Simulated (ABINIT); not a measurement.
# PtSe2 (Sudovikovite) in ABINIT: the effect of functional

PtSe2 (Sudovikovite):

```
Pt Se
1.0
     3.72400    0.00000    0.00000
    -1.86200    3.22508    0.00000
     0.00000    0.00000    5.06200
Pt Se
1 2
Direct
  0.00000 0.00000 0.00000
  0.66667 0.33333 0.75000
  0.33333 0.66667 0.25000
```

Alike in all runs:

- Program: ABINIT 10.8.3 (patched build)
- Task: single point
- Potentials or basis: JTH PAW PBE v2.0
- Cutoff: 517 eV
- k mesh: 8 × 8 × 5
- Occupations: fermi-dirac, width 0.05 eV
- Spin: no spin polarisation

```csv
functional,pressure (GPa),largest force (eV/Å)
PBE,?,?
LDA,0.2,0.31
PBEsol,2.8,0.45
RPBE,10.4,0.74
BLYP,15.0,1.11
AM05,2.6,0.29
r2SCAN,5.4,0.44
SCAN,3.1,0.06
revPBE,9.6,0.72
PW91,8.0,0.73
WC,3.4,0.54
```

Task: What does the run with functional PBE give?

Result: Pressure 7.8 GPa; largest force 0.69 eV/Å.

Caveats: the atomic spheres overlap; the PAW data sets were made with another functional, which shifts forces and pressure a little (some runs).
